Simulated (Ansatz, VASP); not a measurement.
**Nb in VASP and in Ansatz**

File INCAR:

```
SYSTEM = Nb
PREC = Accurate
ENCUT = 520
EDIFF = 1E-8
ISMEAR = -1
SIGMA = 0.08
LREAL = .False.
LASPH = .True.
NELM = 100
ALGO = Normal
ISIF = 2
LWAVE = .False.
LCHARG = .False.
GGA = PS
LEFG = .True.
NBANDS = 12
```

Contents of KPOINTS:

```
Automatic mesh
0
Gamma
  13 13 13
  0 0 0
```

The input POSCAR:

```
Nb
1.0
   -0.0634500000      2.0832750000      2.0832750000
    2.0832750000     -0.0634500000      2.0832750000
    2.0832750000      2.0832750000     -0.0634500000
Nb
1
Direct
    0.0000000000      0.0000000000      0.0000000000
```

Input for Ansatz:

```yaml
crystal:
  lattice:
    - [-0.06345, 2.083275, 2.083275]
    - [2.083275, -0.06345, 2.083275]
    - [2.083275, 2.083275, -0.06345]
  atoms:
    - { symbol: Nb, position: [0.0, 0.0, 0.0] }
kpoints:
  mp_grid: { grid: [13, 13, 13] }
scf:
  occupations: { method: fermi_dirac, width: 0.08 }
hamiltonian:
  xc: pbesol
  pseudopotentials: { kind: all_electron, datasets: crystal }
output:
  forces: true
  stress: true
  eigenvalues: true
  efg: { contact_densities: true }
```

Change from the starting cell: equal xy, yz and zx shear strains of -3 %, crystal datasets.

Alike in both runs: task electric field gradients; functional PBEsol; k mesh 13 × 13 × 13; occupations fermi-dirac, width 0.08 eV; no spin polarisation.

```csv
,VASP,Ansatz
version,VASP 6.6.1,Ansatz 0.2.0
potentials or method,"VASP PAW PBE potentials, release 64 (Nb_sv)","all-electron PAW with datasets made for the crystal, scalar-relativistic"
plane-wave cutoff (eV),520,see its input
```

```csv
,VASP,Ansatz,Ansatz less VASP
pressure (GPa),-7.1,-6.9,+0.26
largest component of the traceless stress (GPa),0.98,1.02,+0.039
Vzz of the field gradient on the site that differs most (V/Å²),8.4,6.3,-2.11
```

Ansatz ran all-electron here, so the differences hold the error of VASP's frozen core and of both bases. Ansatz warned: «gradients_without_spin_orbit».

Caveats: the PAW data sets were made with another functional, which shifts forces and pressure a little (VASP).
